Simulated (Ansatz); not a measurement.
Ionic part of the dielectric constant of ZnS at 30 GPa, mode by mode

Level of theory: DFT LDA, scalar-relativistic, plane waves, PAW in Ansatz. Cutoff 420 eV, 10×10×10 k-points (Γ-centred), fixed occupations. No spin polarisation. Phonons by linear response, acoustic sum rule imposed.

The structure is cubic, space group F-43m (No. 216). Conventional cell: a = 4.930 Å, b = 4.930 Å, c = 4.930 Å, α = 90.00°, β = 90.00°, γ = 90.00°. Around Zn (site symmetry -43m) lie 4 S at 2.13 Å. S (site symmetry -43m) is surrounded by 4 Zn at 2.13 Å.

The real crystal has changed phase below this pressure.

The primitive cell has V = 29.96 Å³ and ε∞,yy = 6.359. Each polar mode adds Δε = (4.92064×10⁷/V)·S/ν² along y, with S its oscillator strength in e²/amu, ν in cm⁻¹ and V in Å³.

Question: From these modes, find each Δε and ε0,yy.
```json
{"ν (cm⁻¹)": "410.8", "S_yy (e²/amu)": "0.1161"}
```

Answer:
| ν (cm⁻¹) | Δε |
| --- | --- |
| 410.8 | 1.13 |

The sum is 1.130, so ε0,yy = 7.49; the run's tensor has 7.49.

Question: Where do the longitudinal modes lie for a wave vector along y?

Answer: At 446 cm⁻¹. The Lyddane–Sachs–Teller product Π(ν_LO/ν_TO)² = 1.18 matches ε0/ε∞ = 1.18.

Cost: 1 run of about 0.78 core-minutes, on Arm Neoverse V2 (shared hosts).

The static dielectric response of this compressed zinc blende phase is mainly electronic: the lattice adds only 1.13 to an ε∞ of 6.359. All of the ionic part comes from the one polar optical mode, in which the Zn and S sublattices move against each other, and cubic symmetry makes it the same in every direction. Its size reflects a balance between the effective charges, which set the oscillator strength, and the restoring force. Short, partly covalent Zn–S bonds make the lattice stiff, and because the contribution falls as the inverse square of the frequency, a mode at 410.8 cm⁻¹ polarises only weakly in a static field. The longitudinal mode is raised to 446 cm⁻¹ by the macroscopic field, which the electrons screen strongly. LDA usually overestimates ε∞ in such semiconductors, so the true splitting at this geometry is probably somewhat larger. The Lyddane–Sachs–Teller agreement shows that the frequencies and dielectric constants are mutually consistent, not that either is accurate.
